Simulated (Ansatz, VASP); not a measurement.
# BN: VASP beside Ansatz

INCAR

```
  PREC = Accurate
  ENCUT = 520
  EDIFF = 1E-6
  ISMEAR = 0
  SIGMA = 0.1
  LREAL = False
  LASPH = True
  NELM = 100
  ALGO = Normal
  ISIF = 2
  LWAVE = False
  LCHARG = False
  NBANDS = 11
```

KPOINTS

```
regular mesh
0
Gamma
  8 8 8
```

Contents of POSCAR:

```
BN
1.0
    0.0000000000      1.8130010000      1.8130010000
    1.8130010000      0.0000000000      1.8130010000
    1.8130010000      1.8130010000      0.0000000000
B N
1 1
Direct
    0.0000000000      0.0000000000      0.0000000000
    0.2500000000      0.2500000000      0.2500000000
```

Input for Ansatz:

```yaml
crystal:
  lattice:
    - [0.0, 1.813001, 1.813001]
    - [1.813001, 0.0, 1.813001]
    - [1.813001, 1.813001, 0.0]
  atoms:
    - { symbol: B, position: [0.0, 0.0, 0.0] }
    - { symbol: "N", position: [0.25, 0.25, 0.25] }
basis:
  ecutwfc: 420
kpoints:
  mp_grid: { grid: [8, 8, 8] }
hamiltonian:
  xc: lda
  pseudopotentials: { kind: paw, azcp: { folder: soft_1 } }
scf:
  occupations: { method: gaussian, width: 0.1 }
output:
  forces: true
  stress: true
  eigenvalues: true
```

The cell is a database's computed one.

Alike in both runs: task single point; functional LDA; k mesh 8 × 8 × 8; occupations gaussian, width 0.1 eV; no spin polarisation.

|  | VASP | Ansatz |
| --- | --- | --- |
| version | VASP 6.6.1 | Ansatz 0.2.0 |
| potentials or method | VASP PAW LDA potentials, release 64 (B, N) | scalar-relativistic, plane waves, PAW |
| plane-wave cutoff (eV) | 520 | 420 |
| valence electrons in the cell | 8 | 8 |

```csv
,VASP,Ansatz,Ansatz less VASP
gap on the k mesh at the Fermi level (eV),4.33,4.34,+0.012
least direct gap on the mesh (eV),8.64,8.65,+0.008
pressure (GPa),-13.3,-14.4,-1.05
```

Ansatz warned: «pseudo_functional_mismatch».

A k mesh can miss the band edges. Expect the measured gap to be larger: semilocal functionals such as LDA lack the derivative discontinuity.
